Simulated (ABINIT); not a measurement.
This ABINIT 10.8.3 (patched build) run on Eu needs a look.

run.abi

```
pp_dirpath "./"
pseudos "Eu.upf"

acell 7.5379531235 7.5379531235 7.5379531235
rprim
    -0.5773502692     0.5773502692     0.5773502692
     0.5773502692    -0.5773502692     0.5773502692
     0.5773502692     0.5773502692    -0.5773502692
ntypat 1
znucl 63
natom 1
typat 1
xred
     0.0000000000     0.0000000000     0.0000000000

ecut 25.0

kptopt 1
ngkpt 6 6 6
nshiftk 1
shiftk 0.0 0.0 0.0

ixc 11

nband 15
occopt 3
tsmear 0.00183747

nsppol 2
spinat
     0.0000000000     0.0000000000     7.0000000000

nstep 50
tolvrs 1.0e-10
diemix 2.5
iscf 2

iomode 3
prtwf 0
prtden 0
prteig 0
prtebands 0
prtvol 2
```

Potentials or basis: PseudoDojo NC SR PBE v0.4 lanthanides 3+ (4f in core; v0.4.1 standard for the other elements).

Command:

```sh
$ abinit run.abi > log 2>&1
```

run.abo:

```text
.Version 10.8.3 of ABINIT
 Symmetries : space group Im -3 m (#229); Bravais cI (body-center cubic)
================================================================================
 Values of the parameters that define the memory need of the present run
     intxc =       0    ionmov =       0      iscf =       2    lmnmax =       7
     lnmax =       7     mgfft =      36  mpssoang =       4    mqgrid =    3001
     natom =       1  nloc_mem =       1    nspden =       2   nspinor =       1
    nsppol =       2      nsym =      48    n1xccc =    2501    ntypat =       1
    occopt =       3   xclevel =       2
       mpw =        1983          nfft =       46656          nkpt =          16
================================================================================
================================================================================

--------------------------------------------------------------------------------
[... 541 lines left out ...]
  sigma(1 1)= -2.11037893E-01  sigma(3 2)=  0.00000000E+00
  sigma(2 2)= -2.11037893E-01  sigma(3 1)=  0.00000000E+00
  sigma(3 3)= -2.11037893E-01  sigma(2 1)=  0.00000000E+00

-Cartesian components of stress tensor (GPa)         [Pressure=  6.2089E+03 GPa]
- sigma(1 1)= -6.20894917E+03  sigma(3 2)=  0.00000000E+00
- sigma(2 2)= -6.20894917E+03  sigma(3 1)=  0.00000000E+00
- sigma(3 3)= -6.20894917E+03  sigma(2 1)=  0.00000000E+00

== END DATASET(S) ==============================================================
================================================================================

 -outvars: echo values of variables after computation  --------
            acell      7.5379531235E+00  7.5379531235E+00  7.5379531235E+00 Bohr
           etotal      8.9102276124E+01
            fcart     -0.0000000000E+00 -0.0000000000E+00 -0.0000000000E+00
            rprim     -5.7735026920E-01  5.7735026920E-01  5.7735026920E-01
                       5.7735026920E-01 -5.7735026920E-01  5.7735026920E-01
                       5.7735026920E-01  5.7735026920E-01 -5.7735026920E-01
           strten     -2.1103789290E-01 -2.1103789290E-01 -2.1103789290E-01
                       0.0000000000E+00  0.0000000000E+00  0.0000000000E+00
 Calculation completed.
```

Among its messages:

```text
was not enough SCF cycles
```

Question: Diagnose the run.

Answer: The run did not converge. The input holds a flaw that was put in on purpose: mixing far too strong (diemix = 2.5; iscf = 2).
